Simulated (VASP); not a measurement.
Write the native input for VASP 6.6.1 that does the following.

| Quantity | Value |
| --- | --- |
| Task | relaxation of cell and atoms |
| Functional | RPBE |
| Potentials or basis | VASP PAW PBE potentials, release 64 (Cu) |
| Cutoff | 600 eV |
| k mesh | 20 × 20 × 20 |
| Occupations | gaussian, width 0.1 eV |
| Spin | no spin polarisation |
| Further INCAR settings | ALGO = Normal; EDIFF = 1e-07; IBRION = 2; EDIFFG = -0.005; NSW = 90; ISIF = 3 |

The structure of Cu lies in POSCAR:

```
Cu
1.0
   -1.4341921400      1.4341921400      1.4341921400
    1.4341921400     -1.4341921400      1.4341921400
    1.4341921400      1.4341921400     -1.4341921400
Cu
1
Direct
    0.0000000000      0.0000000000      0.0000000000
```

This isn't the form of Cu at room conditions, which is fcc.

The input as run:

INCAR

```
PREC     = Accurate       # precision mode
ENCUT    = 600            # plane-wave cutoff, eV
EDIFF    = 1E-7           # SCF threshold, eV
ISMEAR   = 0              # smearing method
SIGMA    = 0.1            # smearing width, eV
LREAL    = F              # projectors in reciprocal space
LASPH    = T              # aspherical terms in the spheres
NELM     = 80             # most SCF steps
ALGO     = Normal         # electronic algorithm
ISIF     = 3              # what is computed and relaxed
LWAVE    = F              # write WAVECAR
LCHARG   = F              # write CHGCAR
GGA      = RP             # functional
IBRION   = 2              # ionic algorithm
NSW      = 90             # ionic steps
EDIFFG   = -0.005         # ionic threshold
```

KPOINTS

```
Automatic mesh
0
Gamma
  20 20 20
```

Potentials or basis: VASP PAW PBE potentials, release 64 (Cu).

The run is started by

```console
$ cat potpaw_PBE.64/Cu/POTCAR > POTCAR
$ mpirun -np 1 vasp_std > vasp.out
```

It gave:

```json
{"Relaxed volume": "12.51 Å³/atom", "Relaxed cell": "a = 2.533 Å, b = 2.533 Å, c = 2.533 Å, α = 109.47°, β = 109.47°, γ = 109.47°", "Space group after relaxing (to 0.05 Å)": "Im-3m (No. 229)", "Energy gained by relaxing": "16.9 meV/atom", "Ionic steps": "3", "Pressure after relaxing": "0.0 GPa", "Band gap on the k mesh": "none (metal or under the smearing width)"}
```

Caveat: the PAW data sets were made with another functional, which shifts forces and pressure a little.

Run time: 31 s on 1 thread of AMD EPYC 9R45 96-Core Processor (Zen 5), on a shared host, peak memory 0.13 GiB.
